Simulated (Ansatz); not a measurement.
## ZrO2, space group P4_2/nmc: a dry run that shows the plan, step by step

Computed with Ansatz's Python interface.

Notebook, run cell by cell (the value of a cell's last expression is shown):

**Cell 1**
```python
import ansatz as az
```

**Cell 2**
```python
SETTINGS = {
    'filling': 'fixed',
    'xc': 'pbesol',
    'kmesh': (5, 5, 4),
}
```

**Cell 3**
```python
xtal = (
    az.Lattice.from_parameters(3.5961, 3.5961, 5.177, alpha=90.0, beta=90.0, gamma=90.0)
    .atom('Zr', (0.0, 0.0, 0.0))
    .atom('Zr', (0.5, 0.5, 0.5))
    .atom('O', (0.0, 0.5, 0.203))
    .atom('O', (0.0, 0.5, 0.703))
    .atom('O', (0.5, 0.0, 0.297))
    .atom('O', (0.5, 0.0, 0.797))
)

job = (
    xtal.calculation()
    .occupations(SETTINGS['filling'])
    .basis(16 * az.Ha)
    .functional(SETTINGS['xc'])
    .kpoints(*SETTINGS['kmesh'])
)
session = job.session()
print('features:', ', '.join(session.active_features))
print('SCF threshold (eV):', session.dr2_threshold)
planned = session.plan(dry_run=True)
told = planned.describe()
for name in ('ecut_ev', 'ecutrho_ev', 'n_bands', 'nominal_top_band', 'n_pw_range', 'fft_dense', 'fft_smooth', 'n_sym_ops', 'cell_volume_ang3'):
    print(f'{name:18s} {told[name]}')
print('irreducible k-points and weights')
for k, weight in zip(told.kpoints_frac, told.kweights):
    print(f'  {k[0]:8.4f} {k[1]:8.4f} {k[2]:8.4f}  {weight:.5f}')
```
Output:
```text
features: AnyPaw, Paw, PbeFamilyXc, StepOccupations
SCF threshold (eV): 1e-07
ecut_ev            435.382179935808
ecutrho_ev         1741.528719743232
n_bands            30
nominal_top_band   24
n_pw_range         [1370, 1402]
fft_dense          [25, 25, 36]
fft_smooth         [25, 25, 36]
n_sym_ops          16
cell_volume_ang3   66.94862858216999
irreducible k-points and weights
    0.0000   0.0000   0.0000  0.01000
    0.0000   0.0000   0.2500  0.02000
    0.0000   0.0000  -0.5000  0.01000
    0.0000   0.2000   0.0000  0.04000
    0.0000   0.2000   0.2500  0.08000
    0.0000   0.2000  -0.5000  0.04000
    0.0000   0.4000   0.0000  0.04000
    0.0000   0.4000   0.2500  0.08000
    0.0000   0.4000  -0.5000  0.04000
    0.2000   0.2000   0.0000  0.04000
    0.2000   0.2000   0.2500  0.08000
    0.2000   0.2000  -0.5000  0.04000
    0.2000   0.4000   0.0000  0.08000
    0.2000   0.4000   0.2500  0.16000
    0.2000   0.4000  -0.5000  0.08000
    0.4000   0.4000   0.0000  0.04000
    0.4000   0.4000   0.2500  0.08000
    0.4000   0.4000  -0.5000  0.04000
```

 Fixed occupations are right only where the crystal has a gap.
